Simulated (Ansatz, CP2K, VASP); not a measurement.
## Os: programs and potentials compared

```
Os
1.0
     2.73410    0.00000    0.00000
    -1.36705    2.36780    0.00000
     0.00000    0.00000    4.31970
Os
2
Direct
  0.66667 0.33333 0.75000
  0.33333 0.66667 0.25000
```

Alike in all runs: task single point; functional PBE; k mesh 11 × 11 × 6; occupations gaussian, width 0.011 eV; no spin polarisation; no spin-orbit coupling. Pressure is positive in compression and, in plane waves, holds the error of the finite cutoff.

```json
{"program and potentials": "CP2K, POTENTIAL_UZH Os GTH-PBE-q16; TZVP-MOLOPT-PBE-GTH basis", "plane-wave cutoff (eV)": "-", "notes": "atomic basis; 16 valence electrons an atom on average", "pressure (GPa)": "6.83"}
{"program and potentials": "Ansatz, all-electron LAPW, scalar-relativistic", "plane-wave cutoff (eV)": "-", "notes": "-", "pressure (GPa)": "8.74"}
{"program and potentials": "VASP, PBE PAW files Os, 520 eV", "plane-wave cutoff (eV)": "520", "notes": "8 valence electrons an atom on average", "pressure (GPa)": "8.79"}
```

The pressure spans 6.83 (CP2K, POTENTIAL_UZH Os GTH-PBE-q16; TZVP-MOLOPT-PBE-GTH basis) to 8.79 GPa (VASP, PBE PAW files Os, 520 eV), with all-electron results at 8.74. Rows in atomic bases carry the error of their basis and grid, which can be large.

The functional is the same throughout but for its coding, so the spread measures potentials, basis and numerics; runs on potential files found faulty are left out.
